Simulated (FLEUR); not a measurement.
# CuAu (P4/mmm) in FLEUR: convergence with Kmax

Aim: find how far Kmax must go before the results for CuAu settle, at PBE. This setting moves, with any that are tied to it; all else stays.

Program: FLEUR MaX-R8.1 (later development tree). These are calculated values, not measurements. Logs are shortened: lines on timing, memory, paths and dates and some standing lists are left out, and cuts for length are marked.

## Step 1: Starting point

Symmetry: P4/mmm, No. 123, tetragonal system. Conventional cell: a = 2.811 Å, b = 2.811 Å, c = 3.685 Å, α = 90.00°, β = 90.00°, γ = 90.00°. Au (site symmetry 4/mmm) is surrounded by 8 Cu at 2.71 Å and 4 Au at 2.81 Å. Cu (site symmetry 4/mmm) is surrounded by 8 Au at 2.71 Å and 4 Cu at 2.81 Å.

## Step 2: With Kmax 2.6

inp.xml

```xml
<?xml version="1.0" encoding="UTF-8" standalone="no"?>
<fleurInput fleurInputVersion="0.39">
   <comment>
      CuAu                                                                                                
   </comment>
   <calculationSetup>
      <cutoffs Kmax="2.6" Gmax="16.5" GmaxXC="16.5" numbands="0"/>
      <scfLoop itmax="60" minDistance="0.00001" maxIterBroyd="15" imix="Anderson" alpha="0.05" precondParam="0.0" spinf="2.0" sdNocoIR="T"/>
      <coreElectrons ctail="T" frcor="F" kcrel="0" coretail_lmax="0"/>
      <xcFunctional name="pbe" relativisticCorrections="F"/>
      <magnetism jspins="1"/>
      <soc l_soc="F" theta="0.0" phi="0.0" spav="F"/>
      <expertModes spex="0" secvar="F"/>
      <geometryOptimization l_f="T" forcealpha="1.0" forcemix="BFGS" epsdisp="0.0005" epsforce="0.0002"/>
      <ldaU l_linMix="F" mixParam="0.05" spinf="1.0"/>
   </calculationSetup>
   <cell>
      <bzIntegration valenceElectrons="38.0" mode="hist" fermiSmearingEnergy="0.00183747">
         <kPointListSelection listName="default-1"/>
         <!-- k-points included here -->
         <xi:include xmlns:xi="http://www.w3.org/2001/XInclude" href="kpts.xml"> </xi:include>
      </bzIntegration>
      <!-- symmetry operations included here -->
      <xi:include xmlns:xi="http://www.w3.org/2001/XInclude" href="sym.xml"> </xi:include>
      <bulkLattice scale="1.0">
         <bravaisMatrix>
            <row-1>    5.3115466751966567     0.0000000000000000     0.0000000000000000</row-1>
            <row-2>    0.0000000000000000     5.3115466751966567     0.0000000000000000</row-2>
            <row-3>    0.0000000000000000     0.0000000000000000     6.9636407691509996</row-3>
         </bravaisMatrix>
      </bulkLattice>
   </cell>
   <atomSpecies>
      <species name="Gold (Au)" element="Au" atomicNumber="79">
         <mtSphere radius="2.35" gridPoints="783" logIncrement="0.017"/>
         <atomicCutoffs lmax="9" lnonsphr="9"/>
         <electronConfig flipSpins="F">
            <coreConfig>(1s1/2) (2s1/2) (2p1/2) (2p3/2) (3s1/2) (3p1/2) (3p3/2) (4s1/2) (3d3/2) (3d5/2) (4p1/2) (4p3/2) (4d3/2) (4d5/2) (4f5/2) (4f7/2)</coreConfig>
            <valenceConfig>(5s1/2) (5p1/2) (5p3/2) (6s1/2) (5d3/2) (5d5/2)</valenceConfig>
            <stateOccupation state="(6s1/2)" spinUp="0.500000" spinDown="0.500000"/>
         </electronConfig>
         <energyParameters s="6" p="6" d="5" f="5"/>
         <lo type="SCLO" l="0" n="5" eDeriv="0"/>
         <lo type="SCLO" l="1" n="5" eDeriv="0"/>
         <lo type="SCLO" l="1" n="5" eDeriv="1"/>
         <lo type="SCLO" l="2" n="5" eDeriv="2"/>
         <lo type="SCLO" l="3" n="5" eDeriv="2"/>
      </species>
      <species name="Copper (Cu)" element="Cu" atomicNumber="29">
         <mtSphere radius="2.35" gridPoints="783" logIncrement="0.016"/>
         <atomicCutoffs lmax="9" lnonsphr="9"/>
         <electronConfig flipSpins="F">
            <coreConfig>(1s1/2) (2s1/2) (2p1/2) (2p3/2)</coreConfig>
            <valenceConfig>(3s1/2) (3p1/2) (3p3/2) (4s1/2) (3d3/2) (3d5/2)</valenceConfig>
            <stateOccupation state="(4s1/2)" spinUp="0.500000" spinDown="0.500000"/>
         </electronConfig>
         <energyParameters s="4" p="4" d="3" f="4"/>
         <lo type="SCLO" l="0" n="3" eDeriv="0"/>
         <lo type="SCLO" l="1" n="3" eDeriv="0"/>
         <lo type="SCLO" l="1" n="3" eDeriv="1"/>
         <lo type="SCLO" l="2" n="3" eDeriv="2"/>
         <lo type="SCLO" l="3" n="4" eDeriv="2"/>
      </species>
   </atomSpecies>
   <atomGroups>
      <atomGroup species="Gold (Au)">
         <relPos label="                   1">.0000000000 .0000000000 .0000000000</relPos>
         <force calculate="T" relaxXYZ="TTT"/>
      </atomGroup>
      <atomGroup species="Copper (Cu)">
         <relPos label="                   2">1.000/2.000 1.000/2.000 1.000/2.000</relPos>
         <force calculate="T" relaxXYZ="TTT"/>
      </atomGroup>
   </atomGroups>
   <output dos="F" band="F" slice="F">
      <checks vchk="F" cdinf="F"/>
      <bandDOS minEnergy="-.5*Htr" maxEnergy="0.5*Htr" sigma="0.015" storeEVData="T"/>
      <vacuumDOS vacdos="F" integ="F" star="F" nstars="0" locx1="0.0" locy1="0.0" locx2="0.0" locy2="0.0" nstm="0" tworkf="0.0"/>
      <unfoldingBand unfoldBand="F" supercellX="1" supercellY="1" supercellZ="1"/>
      <plotting iplot="0" polar="F">
         <plot TwoD="T" vec1="  1.0  0.0  0.0" vec2="  0.0  1.0  0.0" vec3="  0.0  0.0  1.0" zero="  0.0  0.0  0.0" file="plot"/>
      </plotting>
      <chargeDensitySlicing numkpt="0" minEigenval="0.0" maxEigenval="0.0" nnne="0" pallst="F"/>
      <specialOutput eonly="F"/>
      <moessbauerParams electricFieldGradient="T" isomerShift="T" coreHyperfine="T" valenceHyperfine="T"/>
      <magneticCircularDichroism mcd="F" energyLo="-10.0" energyUp="0.0"/>
   </output>
  <!-- We include the file relax.xml here to enable relaxations (see documentation) -->
  <xi:include xmlns:xi="http://www.w3.org/2001/XInclude" href="relax.xml"> <xi:fallback/> </xi:include>
</fleurInput>
```

crystal.txt

```
CuAu
&input cartesian=F /
2.8107494552  0.0000000000  0.0000000000
0.0000000000  2.8107494552  0.0000000000
0.0000000000  0.0000000000  3.6850000000
1.8897261246
1.0 1.0 1.0

2
79 0.0000000000  0.0000000000  0.0000000000
29 0.5000000000  0.5000000000  0.5000000000

&kpt div1=7 div2=7 div3=6 gamma=T /
```

Potentials or basis: all-electron, FLAPW.

Launch:

```console
$ inpgen -f crystal.txt -profile fastHighL
$ # inp.xml edited to the form shown
$ fleur_MPI
```

Run time: 37 s. Hardware: 1 thread of Arm Neoverse V2, shared host; peak memory 0.06 GiB.

What came out:

| Quantity | Value |
| --- | --- |
| Free energy | -563351.4394 eV |
| Band gap on the k mesh | none (metal or under the smearing width) |
| Valence electrons inside the program's atomic spheres | Au 16.81; Cu 18.01 (radii Au 2.35, Cu 2.35 bohr) |

## Step 3: With Kmax 3

Edit inp.xml of step 2 so:

```diff
@@ -6,3 +6,3 @@
    <calculationSetup>
-      <cutoffs Kmax="2.6" Gmax="16.5" GmaxXC="16.5" numbands="0"/>
+      <cutoffs Kmax="3.0" Gmax="16.5" GmaxXC="16.5" numbands="0"/>
       <scfLoop itmax="60" minDistance="0.00001" maxIterBroyd="15" imix="Anderson" alpha="0.05" precondParam="0.0" spinf="2.0" sdNocoIR="T"/>
```

crystal.txt is that of step 2.

Potentials or basis: all-electron, FLAPW.

Launch:

```console
$ inpgen -f crystal.txt -profile fastHighL
$ # inp.xml edited to the form shown
$ fleur_MPI
```

Wall time 42 s (1 thread of Arm Neoverse V2, shared host); peak memory 0.06 GiB.

Results:

```yaml
Free_energy: -563355.0517 eV
Band_gap_on_the_k_mesh: none (metal or under the smearing width)
Valence_electrons_inside_the_program's_atomic_spheres: Au 16.93; Cu 18.07 (radii Au 2.35, Cu 2.35 bohr)
```

## Step 4: With Kmax 3.4

Edit inp.xml of step 3 so:

```diff
@@ -6,3 +6,3 @@
    <calculationSetup>
-      <cutoffs Kmax="3.0" Gmax="16.5" GmaxXC="16.5" numbands="0"/>
+      <cutoffs Kmax="3.4" Gmax="16.5" GmaxXC="16.5" numbands="0"/>
       <scfLoop itmax="60" minDistance="0.00001" maxIterBroyd="15" imix="Anderson" alpha="0.05" precondParam="0.0" spinf="2.0" sdNocoIR="T"/>
```

crystal.txt is that of step 3.

Launch:

```console
$ inpgen -f crystal.txt -profile fastHighL
$ # inp.xml edited to the form shown
$ fleur_MPI
```

Run time: 48 s. Hardware: 1 thread of Arm Neoverse V2, shared host; peak memory 0.06 GiB.

What came out:

- Free energy: -563356.1155 eV
- Band gap on the k mesh: none (metal or under the smearing width)
- Valence electrons inside the program's atomic spheres: Au 16.97; Cu 18.09 (radii Au 2.35, Cu 2.35 bohr)

## Step 5: With Kmax 3.8

Edit inp.xml of step 4 so:

```diff
@@ -6,3 +6,3 @@
    <calculationSetup>
-      <cutoffs Kmax="3.4" Gmax="16.5" GmaxXC="16.5" numbands="0"/>
+      <cutoffs Kmax="3.8" Gmax="16.5" GmaxXC="16.5" numbands="0"/>
       <scfLoop itmax="60" minDistance="0.00001" maxIterBroyd="15" imix="Anderson" alpha="0.05" precondParam="0.0" spinf="2.0" sdNocoIR="T"/>
```

crystal.txt is that of step 4.

Launch:

```console
$ inpgen -f crystal.txt -profile fastHighL
$ # inp.xml edited to the form shown
$ fleur_MPI
```

Run time: 54 s. Hardware: 1 thread of Arm Neoverse V2, shared host; peak memory 0.06 GiB.

Results:

- Free energy: -563356.3647 eV
- Band gap on the k mesh: none (metal or under the smearing width)
- Valence electrons inside the program's atomic spheres: Au 16.98; Cu 18.09 (radii Au 2.35, Cu 2.35 bohr)

## Step 6: With Kmax 4.2

Edit inp.xml of step 5 so:

```diff
@@ -6,3 +6,3 @@
    <calculationSetup>
-      <cutoffs Kmax="3.8" Gmax="16.5" GmaxXC="16.5" numbands="0"/>
+      <cutoffs Kmax="4.2" Gmax="16.5" GmaxXC="16.5" numbands="0"/>
       <scfLoop itmax="60" minDistance="0.00001" maxIterBroyd="15" imix="Anderson" alpha="0.05" precondParam="0.0" spinf="2.0" sdNocoIR="T"/>
```

crystal.txt is that of step 5.

Potentials or basis: all-electron, FLAPW.

Launch:

```console
$ inpgen -f crystal.txt -profile fastHighL
$ # inp.xml edited to the form shown
$ fleur_MPI
```

Wall time 61 s (1 thread of Arm Neoverse V2, shared host); peak memory 0.07 GiB.

What came out:

- Free energy: -563356.4226 eV
- Band gap on the k mesh: none (metal or under the smearing width)
- Valence electrons inside the program's atomic spheres: Au 16.99; Cu 18.10 (radii Au 2.35, Cu 2.35 bohr)

## Step 7: With Kmax 4.6

Edit inp.xml of step 6 so:

```diff
@@ -6,3 +6,3 @@
    <calculationSetup>
-      <cutoffs Kmax="4.2" Gmax="16.5" GmaxXC="16.5" numbands="0"/>
+      <cutoffs Kmax="4.6" Gmax="16.5" GmaxXC="16.5" numbands="0"/>
       <scfLoop itmax="60" minDistance="0.00001" maxIterBroyd="15" imix="Anderson" alpha="0.05" precondParam="0.0" spinf="2.0" sdNocoIR="T"/>
```

crystal.txt is that of step 6.

Launch:

```console
$ inpgen -f crystal.txt -profile fastHighL
$ # inp.xml edited to the form shown
$ fleur_MPI
```

Run time: 77 s. Hardware: 1 thread of Arm Neoverse V2, shared host; peak memory 0.07 GiB.

Results:

| Property | Result |
| --- | --- |
| Free energy | -563356.4351 eV |
| Band gap on the k mesh | none (metal or under the smearing width) |
| Valence electrons inside the program's atomic spheres | Au 16.99; Cu 18.10 (radii Au 2.35, Cu 2.35 bohr) |

## Step 8: With Kmax 5

Edit inp.xml of step 7 so:

```diff
@@ -6,3 +6,3 @@
    <calculationSetup>
-      <cutoffs Kmax="4.6" Gmax="16.5" GmaxXC="16.5" numbands="0"/>
+      <cutoffs Kmax="5.0" Gmax="16.5" GmaxXC="16.5" numbands="0"/>
       <scfLoop itmax="60" minDistance="0.00001" maxIterBroyd="15" imix="Anderson" alpha="0.05" precondParam="0.0" spinf="2.0" sdNocoIR="T"/>
```

crystal.txt is that of step 7.

Launch:

```console
$ inpgen -f crystal.txt -profile fastHighL
$ # inp.xml edited to the form shown
$ fleur_MPI
```

Run time: 90 s. Hardware: 1 thread of Arm Neoverse V2, shared host; peak memory 0.07 GiB.

Results:

```
Free energy                                           : -563356.4378 eV
Band gap on the k mesh                                : none (metal or under the smearing width)
Valence electrons inside the program's atomic spheres : Au 16.99; Cu 18.10 (radii Au 2.35, Cu 2.35 bohr)
```

## Step 9: With Kmax 5.5

Edit inp.xml of step 8 so:

```diff
@@ -6,3 +6,3 @@
    <calculationSetup>
-      <cutoffs Kmax="5.0" Gmax="16.5" GmaxXC="16.5" numbands="0"/>
+      <cutoffs Kmax="5.5" Gmax="16.5" GmaxXC="16.5" numbands="0"/>
       <scfLoop itmax="60" minDistance="0.00001" maxIterBroyd="15" imix="Anderson" alpha="0.05" precondParam="0.0" spinf="2.0" sdNocoIR="T"/>
```

crystal.txt is that of step 8.

Potentials or basis: all-electron, FLAPW.

Launch:

```console
$ inpgen -f crystal.txt -profile fastHighL
$ # inp.xml edited to the form shown
$ fleur_MPI
```

Output:

```text
Welcome to FLEUR        (www.flapw.de)
      MaX-Release 8.1          (www.max-centre.eu)

 ========== k-point set info ==========
 Selected k-point list: default-1
 k-point list type: mesh
 7 x 7 x 6
 Number of k points: 40

 ------------Calculation Setup---------------------------
 Number of MPI-tasks      :            1
 Number of PE/node        :            1
 Number of OMP-threads    :            1
 Most efficient MPI parallelization for:
           1           2           4           5           8          10          20          40
 Additional eigenvalue parallelization possible
 Number of basis functions:          646
 Approximate size of matrices (H+S) per k-point:         0.006 GB
 --------------------------------------------------------
 Iteration:     1   Distance:      23.19205879 me/bohr^3
 Iteration:     2   Distance:      17.88026283 me/bohr^3
 Iteration:     3   Distance:       9.85150523 me/bohr^3
 Iteration:     4   Distance:       6.86733619 me/bohr^3
 Iteration:     5   Distance:       7.69154337 me/bohr^3
 Iteration:     6   Distance:       1.56328896 me/bohr^3
 Iteration:     7   Distance:       1.49046157 me/bohr^3
 Iteration:     8   Distance:       0.56323556 me/bohr^3
 Iteration:     9   Distance:       0.33412876 me/bohr^3
 Iteration:    10   Distance:       0.07213247 me/bohr^3
 Iteration:    11   Distance:       0.03519219 me/bohr^3
 Iteration:    12   Distance:       0.00885523 me/bohr^3
 Iteration:    13   Distance:       0.00304591 me/bohr^3
 Iteration:    14   Distance:       0.00167554 me/bohr^3
 Iteration:    15   Distance:       0.00048907 me/bohr^3
 Iteration:    16   Distance:       0.00032145 me/bohr^3
 Iteration:    17   Distance:       0.00010962 me/bohr^3
 Iteration:    18   Distance:       0.00002318 me/bohr^3
 Iteration:    19   Distance:       0.00000839 me/bohr^3

 ********************************************************************
 Run finished successfully
 Stop message:
   Structural relaxation: Done
 ********************************************************************
```

It took 2.2 min on 1 thread of Arm Neoverse V2, shared host; peak memory 0.07 GiB.

What came out:

* Free energy: -563356.4384 eV
* Band gap on the k mesh: none (metal or under the smearing width)
* Valence electrons inside the program's atomic spheres: Au 16.99; Cu 18.10 (radii Au 2.35, Cu 2.35 bohr)

## Step 10: The series at a glance

| Kmax | energy less the tightest run, at zero smearing (meV/atom) | SCF cycles | CPU time (s) | peak memory (GiB) |
| --- | --- | --- | --- | --- |
| 2.6 | 2499.56 | 20 | 37 | 0.06 |
| 3 | 693.36 | 21 | 42 | 0.06 |
| 3.4 | 161.49 | 21 | 48 | 0.06 |
| 3.8 | 36.88 | 21 | 54 | 0.06 |
| 4.2 | 7.92 | 20 | 61 | 0.07 |
| 4.6 | 1.68 | 20 | 77 | 0.07 |
| 5 | 0.34 | 20 | 90 | 0.07 |
| 5.5 | 0.00 | 20 | 130 | 0.07 |

Against the tightest run, the energy stays within 1 meV/atom from 5 on. The tightest run that finished is the yardstick and may itself not be fully converged.
